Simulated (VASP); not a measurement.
Crystal: Ni.

```
CELL_PARAMETERS angstrom
2.48875 0.00000 0.00000
-1.24437 2.15532 0.00000
0.00000 0.00000 4.06412
ATOMIC_POSITIONS crystal
Ni 0.33333 0.66667 0.25000
Ni 0.66667 0.33333 0.75000
```

This isn't the form of Ni at room conditions, which is fcc.

- Program: VASP 6.6.1
- Task: relaxation of cell and atoms
- Functional: PBEsol
- Potentials or basis: VASP PAW PBE potentials, release 64 (Ni)
- Cutoff: 600 eV
- k mesh: 9 × 9 × 4
- Occupations: gaussian, width 0.1 eV
- Spin: collinear spin, ferromagnetic start
- Starting moments: [1.0, 1.0] μB

At the start: pressure -9.6 GPa; volume 10.90 Å³/atom.

Where does the relaxation end?

Over 10 steps the energy falls by 16.8 meV/atom and the volume is 10.40 Å³/atom (-4.6 %); space group P6_3/mmc (No. 194, to 0.05 Å); moment 1.20 μB per cell.

The path:
```tsv
step	energy change (eV)	largest force (eV/Å)	pressure (GPa)	volume (Å³)
1	0.0000	0.0000	-9.56	21.80
2	0.0023	0.0000	12.29	19.81
3	-0.0328	0.0000	0.07	20.78
4	-0.0328	0.0000	0.27	20.76
5	-0.0335	0.0000	0.21	20.77
6	-0.0335	0.0000	0.18	20.77
7	-0.0335	0.0000	0.19	20.77
8	-0.0335	0.0000	0.17	20.77
9	-0.0335	0.0000	-0.18	20.81
10	-0.0335	0.0000	-0.01	20.79
```

Final structure:
```
CELL_PARAMETERS angstrom
2.43886 0.00000 0.00000
-1.21943 2.11211 0.00000
0.00000 0.00000 4.03629
ATOMIC_POSITIONS crystal
Ni 0.33333 0.66667 0.25000
Ni 0.66667 0.33333 0.75000
```

Caveat: the k mesh is coarse (spacing up to 0.39 Å⁻¹), so the values aren't converged; the PAW data sets were made with another functional, which shifts forces and pressure a little.
